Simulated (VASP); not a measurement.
# H2 in VASP: settings compared, part 2 of 2

VASP 6.6.1. Earlier steps stand in the parts before.

### Step 4. Relaxation of the atoms, PBE+D3(BJ)

INCAR reads:

```
SYSTEM = H
PREC = Accurate
ENCUT = 600
EDIFF = 1E-7
ISMEAR = 0
SIGMA = 0.01
LREAL = .False.
LASPH = .True.
NELM = 80
ALGO = Fast
ISIF = 2
LWAVE = .False.
LCHARG = .False.
GGA = PE
IVDW = 12
IBRION = 2
NSW = 30
EDIFFG = -0.005
ISYM = 0
```

KPOINTS reads:

```
Automatic mesh
0
Gamma
  1 1 1
  0 0 0
```

POSCAR reads:

```
H
1.0
   12.0000000000      0.0000000000      0.0000000000
    0.0000000000     12.4000000000      0.0000000000
    0.0000000000      0.0000000000     13.0000000000
H
2
Direct
    0.5000000000      0.5000000000      0.4715000000
    0.5000000000      0.5000000000      0.5285000000
```

Potentials or basis: VASP PAW PBE potentials, release 64 (H).

Command:

```
cat potpaw_PBE.64/H/POTCAR > POTCAR
mpirun -np 1 vasp_std > vasp.out
```

OUTCAR:

```text
SYSTEM = H
   PREC = Accurate
   ENCUT = 600
   EDIFF = 1E-7
   ISMEAR = 0
   LREAL = .False.
   LASPH = .True.
   NELM = 80
   ISIF = 2
   GGA = PE
   IVDW = 12
   IBRION = 2
   NSW = 30
   EDIFFG = -0.005
   ISYM = 0
 IVDW          = 12

 ion  position               nearest neighbor table
   1  0.500  0.500  0.471-   2 0.74
   2  0.500  0.500  0.529-   1 0.74

IMPORTANT INFORMATION: All symmetrisations will be switched off!
NOSYMM: (Re-)initialisation of all symmetry stuff for point group C_1.

----------------------------------------------------------------------------------------

                                     Primitive cell

  volume of cell :    1934.4000

  direct lattice vectors                    reciprocal lattice vectors
    12.000000000  0.000000000  0.000000000     0.083333333  0.000000000  0.000000000
     0.000000000 12.400000000  0.000000000     0.000000000  0.080645161  0.000000000
     0.000000000  0.000000000 13.000000000     0.000000000  0.000000000  0.076923077
[... 111 lines left out ...]

  energy without entropy =       -6.77276745  energy(sigma->0) =       -6.77276745

------------------------ aborting loop because EDIFF is reached ----------------------------------------

 Edisp (eV)   -0.00250

 E8    (eV) :    -0.0005
[... 71 lines left out ...]
--------------------------------------- Ionic step        3  -------------------------------------------

 number of electron       2.0000001 magnetization

 Free energy of the ion-electron system (eV)
  ---------------------------------------------------
  ext. energy  EPLUGINS =         0.00000000
  ---------------------------------------------------
  free energy    TOTEN  =        -6.77410389 eV

  energy without entropy =       -6.77410389  energy(sigma->0) =       -6.77410389

 E-fermi : -10.2566     XC(G=0):  -0.2002

 val. band max:      -10.3220287496   @ k =   0.0000   0.0000   0.0000
 cond. band min:      -0.1017473039   @ k =   0.0000   0.0000   0.0000
 fundamental gap:     10.2202814457
 Fermi energy:       -10.2566150589

 k-point     1 :       0.0000    0.0000    0.0000
  band No.  band energies     occupation
      1     -10.3220      2.00000
      2      -0.1017      0.00000
      3       0.2479      0.00000
      4       0.6892      0.00000
      5       0.7338      0.00000
[... 31 lines left out ...]
  FREE ENERGIE OF THE ION-ELECTRON SYSTEM (eV)
  ---------------------------------------------------
  free  energy   TOTEN  =        -6.7766168823 eV

  energy  without entropy=       -6.7766168823  energy(sigma->0) =       -6.77661688

 reached required accuracy - stopping structural energy minimisation
```

OSZICAR:

```text
N       E                     dE             d eps       ncg     rms          rms(c)
DAV:   1     0.555275768680E+01    0.55528E+01   -0.49602E+02    10   0.230E+02
DAV:   2    -0.697986852848E+01   -0.12533E+02   -0.12533E+02    15   0.428E+01
DAV:   3    -0.747662223417E+01   -0.49675E+00   -0.49675E+00    15   0.161E+01
[... 45 lines left out ...]
RMM:   9    -0.677410195524E+01   -0.31275E-05   -0.11364E-07    10   0.130E-03    0.996E-05
RMM:  10    -0.677410303569E+01   -0.10804E-05   -0.50185E-08     9   0.831E-04    0.312E-04
RMM:  11    -0.677410363283E+01   -0.59715E-06   -0.92193E-09     9   0.405E-04    0.666E-05
RMM:  12    -0.677410382276E+01   -0.18992E-06   -0.47019E-09     9   0.311E-04    0.970E-05
RMM:  13    -0.677410389387E+01   -0.71113E-07    0.00000E+00     8   0.117E-04
   3 F= -.67766169E+01 E0= -.67766169E+01  d E =-.134857E-02
```

Run time: 5.6 min. Hardware: 1 thread of Intel Xeon Platinum 8259CL at 2.50GHz (Skylake/Cascade Lake), shared host; peak memory 1.7 GiB.

Results:

| Quantity | Value |
| --- | --- |
| Free energy | -6.7766 eV |
| Energy gained by relaxing | 0.7 meV/atom |
| Ionic steps | 3 |
| Gap between the frontier levels | 10.22 eV |
| Dispersion energy per atom | -0.001 eV |

Step by step:
```tsv
step	energy change (eV)	largest force (eV/Å)	pressure (GPa)
1	0.0000	0.3110	0.01
2	0.0061	0.6841	-0.02
3	-0.0013	0.0002	0.00
```

Final structure:
```cif
data_structure
_symmetry_space_group_name_H-M 'P 1'
_symmetry_Int_Tables_number 1
_cell_length_a 12.0000
_cell_length_b 12.4000
_cell_length_c 13.0000
_cell_angle_alpha 90.000
_cell_angle_beta 90.000
_cell_angle_gamma 90.000
_cell_volume 1934.40
loop_
_atom_site_label
_atom_site_type_symbol
_atom_site_fract_x
_atom_site_fract_y
_atom_site_fract_z
_atom_site_occupancy
H1 H 0.50000 0.50000 0.47116 1
H2 H 0.50000 0.50000 0.52884 1
```

A hybrid or GW would open this gap; PBE tends to underestimate it.

### Step 5. Relaxation of the atoms, r2SCAN

INCAR reads:

```
SYSTEM = H
PREC = Accurate ; ENCUT = 600
EDIFF = 1E-7 ; ISMEAR = 0
SIGMA = 0.01 ; LREAL = .FALSE.
LASPH = .TRUE. ; NELM = 80
ALGO = Normal ; ISIF = 2
LWAVE = .FALSE. ; LCHARG = .FALSE.
METAGGA = R2SCAN ; LMIXTAU = .TRUE.
IBRION = 2 ; NSW = 30
EDIFFG = -0.005 ; ISYM = 0
```

KPOINTS reads:

```
regular mesh
0
G
  1 1 1
  0 0 0
```

POSCAR is that of step 4.

Command:

```
cat potpaw_PBE.64/H/POTCAR > POTCAR
mpirun -np 1 vasp_std > vasp.out
```

Wall time 27 min (1 thread of Intel Xeon Platinum 8488C (Sapphire Rapids), shared host); peak memory 2.3 GiB.

Results (log left out):

```yaml
Free_energy: -6.9117 eV
Energy_gained_by_relaxing: -0.1 meV/atom
Ionic_steps: 3
Gap_between_the_frontier_levels: 10.90 eV
```

Step by step:
```tsv
step	energy change (eV)	largest force (eV/Å)	pressure (GPa)
1	0.0000	0.0104	0.00
2	0.0002	0.0265	0.00
3	0.0002	0.0003	0.00
```

Final structure:
```yaml
crystal:
  lattice:
    - [12.00000, 0.00000, 0.00000]
    - [0.00000, 12.40000, 0.00000]
    - [0.00000, 0.00000, 13.00000]
  atoms:
    - { symbol: H, position: [0.50000, 0.50000, 0.47149] }
    - { symbol: H, position: [0.50000, 0.50000, 0.52851] }
```

Levels at points of the mesh, in eV from the valence-band top:
```tsv
k point	band 1	band 2	band 3	band 4	band 5
(0.00, 0.00, 0.00)	0.00	10.90	11.73	11.76	11.87
```

Caveat: the PAW data sets were made with another functional, which shifts forces and pressure a little.

### Step 6. Relaxation of the atoms, LDA

INCAR reads:

```
SYSTEM = H
PREC     = Accurate       ! precision mode
ENCUT    = 600            ! plane-wave cutoff, eV
EDIFF    = 1E-7           ! SCF threshold, eV
ISMEAR   = 0              ! smearing method
SIGMA    = 0.01           ! smearing width, eV
LREAL    = .False.        ! projectors in reciprocal space
LASPH    = .True.         ! aspherical terms in the spheres
NELM     = 80             ! most SCF steps
ALGO     = Fast           ! electronic algorithm
ISIF     = 2              ! what is computed and relaxed
LWAVE    = .False.        ! write WAVECAR
LCHARG   = .False.        ! write CHGCAR
IBRION   = 2              ! ionic algorithm
NSW      = 30             ! ionic steps
EDIFFG   = -0.005         ! ionic threshold
ISYM     = 0
```

KPOINTS reads:

```
regular mesh
0
Gamma
  1 1 1
  0 0 0
```

POSCAR is that of step 5.

Potentials or basis: VASP PAW LDA potentials, release 64 (H).

Command:

```
cat potpaw_LDA.64/H/POTCAR > POTCAR
mpirun -np 1 vasp_std > vasp.out
```

OUTCAR:

```text
SYSTEM = H
   PREC = Accurate
   ENCUT = 600
   EDIFF = 1E-7
   ISMEAR = 0
   LREAL = .False.
   LASPH = .True.
   NELM = 80
   ISIF = 2
   IBRION = 2
   NSW = 30
   EDIFFG = -0.005
   ISYM = 0

 ion  position               nearest neighbor table
   1  0.500  0.500  0.471-   2 0.74
   2  0.500  0.500  0.529-   1 0.74

IMPORTANT INFORMATION: All symmetrisations will be switched off!
NOSYMM: (Re-)initialisation of all symmetry stuff for point group C_1.

----------------------------------------------------------------------------------------

                                     Primitive cell

  volume of cell :    1934.4000

  direct lattice vectors                    reciprocal lattice vectors
    12.000000000  0.000000000  0.000000000     0.083333333  0.000000000  0.000000000
     0.000000000 12.400000000  0.000000000     0.000000000  0.080645161  0.000000000
     0.000000000  0.000000000 13.000000000     0.000000000  0.000000000  0.076923077

  length of vectors
    12.000000000 12.400000000 13.000000000     0.083333333  0.080645161  0.076923077

  position of ions in fractional coordinates (direct lattice)
     0.500000000  0.500000000  0.471500000
     0.500000000  0.500000000  0.528500000

  ion indices of the primitive-cell ions
   primitive index   ion index
                 1           1
[... 106 lines left out ...]
  Direction    XX          YY          ZZ          XY          YZ          ZX
  --------------------------------------------------------------------------------------
  -------------------------------------------------------------------------------------
  Total       -0.0076146     -0.0074817      0.6253551     -0.0000000     -0.0000000     -0.0000000
  in kB       -0.0063068     -0.0061968      0.5179538     -0.0000000     -0.0000000     -0.0000000
  external PRESSURE =       0.1684834 kB  Pullay stress =       0.0000000 kB
[... 23 lines left out ...]
--------------------------------------- Ionic step        2  -------------------------------------------

 number of electron       2.0000000 magnetization

 E-fermi :  -9.8159     XC(G=0):  -0.2000

 val. band max:       -9.8786872028   @ k =   0.0000   0.0000   0.0000
 cond. band min:      -0.0849230017   @ k =   0.0000   0.0000   0.0000
 fundamental gap:      9.7937642011
 Fermi energy:        -9.8158776183

 k-point     1 :       0.0000    0.0000    0.0000
  band No.  band energies     occupation
      1      -9.8787      2.00000
      2      -0.0849      0.00000
      3       0.0476      0.00000
      4       0.6930      0.00000
      5       0.7370      0.00000
[... 33 lines left out ...]
--------------------------------------- Ionic step        3  -------------------------------------------

 number of electron       2.0000001 magnetization

 Free energy of the ion-electron system (eV)
  ---------------------------------------------------
  ext. energy  EPLUGINS =         0.00000000
  ---------------------------------------------------
  free energy    TOTEN  =        -6.70002957 eV

  energy without entropy =       -6.70002957  energy(sigma->0) =       -6.70002957

 E-fermi : -10.0711     XC(G=0):  -0.1962

 val. band max:      -10.1355175081   @ k =   0.0000   0.0000   0.0000
 cond. band min:      -0.0847007431   @ k =   0.0000   0.0000   0.0000
 fundamental gap:     10.0508167651
 Fermi energy:       -10.0710926718

 k-point     1 :       0.0000    0.0000    0.0000
  band No.  band energies     occupation
      1     -10.1355      2.00000
      2      -0.0847      0.00000
      3       0.2311      0.00000
      4       0.7071      0.00000
      5       0.7532      0.00000
[... 27 lines left out ...]
  FREE ENERGIE OF THE ION-ELECTRON SYSTEM (eV)
  ---------------------------------------------------
  free  energy   TOTEN  =        -6.7000295716 eV

  energy  without entropy=       -6.7000295716  energy(sigma->0) =       -6.70002957

 reached required accuracy - stopping structural energy minimisation
```

CONTCAR:

```text
H
   1.00000000000000
    12.0000000000000000    0.0000000000000000    0.0000000000000000
     0.0000000000000000   12.4000000000000004    0.0000000000000000
     0.0000000000000000    0.0000000000000000   13.0000000000000000
  H
     2
Direct
     0.5000000000000064    0.4999999999999971    0.4705507442605070
     0.4999999999999935    0.5000000000000030    0.5294492557394930

  0.00000000E+00  0.00000000E+00  0.00000000E+00
  0.00000000E+00  0.00000000E+00  0.00000000E+00
```

It took 2.4 min on 1 thread of AMD EPYC 7R13 (Zen 3), shared host; peak memory 1.1 GiB.

Results:

```yaml
Free_energy: -6.7000 eV
Energy_gained_by_relaxing: 5.1 meV/atom
Ionic_steps: 3
Largest_force_after_relaxing: 0.005 eV/Å
Gap_between_the_frontier_levels: 10.05 eV
```

Forces in eV/Å, atoms in the order of the input:
```
H    0.000  0.000  0.005
H    0.000  0.000 -0.005
```

Step by step:
| step | energy change (eV) | largest force (eV/Å) | pressure (GPa) |
| --- | --- | --- | --- |
| 1 | 0.0000 | 0.8569 | 0.02 |
| 2 | 0.0382 | 1.5718 | -0.04 |
| 3 | -0.0102 | 0.0046 | 0.00 |

Final structure:
```xyz
2
Lattice="12.0000 0.0000 0.0000 0.0000 12.4000 0.0000 0.0000 0.0000 13.0000" Properties=species:S:1:pos:R:3 pbc="T T T"
H     6.0000    6.2000    6.1172
H     6.0000    6.2000    6.8828
```

Levels at points of the mesh, in eV from the valence-band top:
```
           k point  band 1  band 2  band 3  band 4  band 5
(0.00, 0.00, 0.00)    0.00   10.05   10.37   10.84   10.89
```

### Step 7. Summary

```tsv
level	potentials or basis	gap on the mesh (eV)
PBEsol	VASP PAW PBE potentials, release 64 (H)	10.03
PBE	VASP PAW PBE potentials, release 64 (H)	10.22
PBE+D3(BJ)	VASP PAW PBE potentials, release 64 (H)	10.22
r2SCAN	VASP PAW PBE potentials, release 64 (H)	10.90
LDA	VASP PAW LDA potentials, release 64 (H)	10.05
```

Alike in all rows: task relaxation of the atoms; no spin polarisation; cell atoms relaxed; k mesh 1 × 1 × 1; cutoff (eV) 600; smearing gaussian 0.01 eV.

Caveats: the PAW data sets were made with another functional, which shifts forces and pressure a little (some runs).

Absolute energies hang on the potentials; compare differences alone.
